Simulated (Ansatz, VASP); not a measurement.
**Al2Pt, level by level in two programs**

```xyz
3
Lattice="0.0000 2.9352 2.9352 2.9352 0.0000 2.9352 2.9352 2.9352 0.0000" Properties=species:S:1:pos:R:3 pbc="T T T"
Pt    0.0000    0.0000    0.0000
Al    4.4028    4.4028    4.4028
Al    1.4676    1.4676    1.4676
```

Single points on this cell with VASP 6.6.1 and Ansatz 0.2.0. Each row is one pair of runs. Alike in all rows: spin: off; k mesh: 8 × 8 × 8; smearing: fermi-dirac, width 0.05 eV.

| level | VASP's potentials, cutoff | Ansatz's potentials, cutoff | gap on the k mesh at the Fermi level (eV), VASP | gap on the k mesh at the Fermi level (eV), Ansatz | pressure (GPa), VASP | pressure (GPa), Ansatz |
| --- | --- | --- | --- | --- | --- | --- |
| r2SCAN | VASP PAW PBE potentials, release 64 (Pt, Al), 520 eV | Ansatz PAW, 500 eV | none | none | 2.3 | 2.5 |
| LDA | VASP PAW LDA potentials, release 64 (Pt, Al), 520 eV | Ansatz PAW, 420 eV | none | none | -0.8 | -1.2 |
| PBE | VASP PAW PBE potentials, release 64 (Pt, Al), 520 eV | Ansatz PAW, 420 eV | none | none | 5.3 | 5.4 |

Pressure (GPa): the two programs differ by at most 0.39.

A gap of «none» marks a metal or a gap that the smearing closes.

Caveats: the PAW data sets were made with another functional, which shifts forces and pressure a little (VASP); the PAW data sets come from PBE, with cores solved anew for the run's functional, which leaves a small shift of forces and pressure (Ansatz).
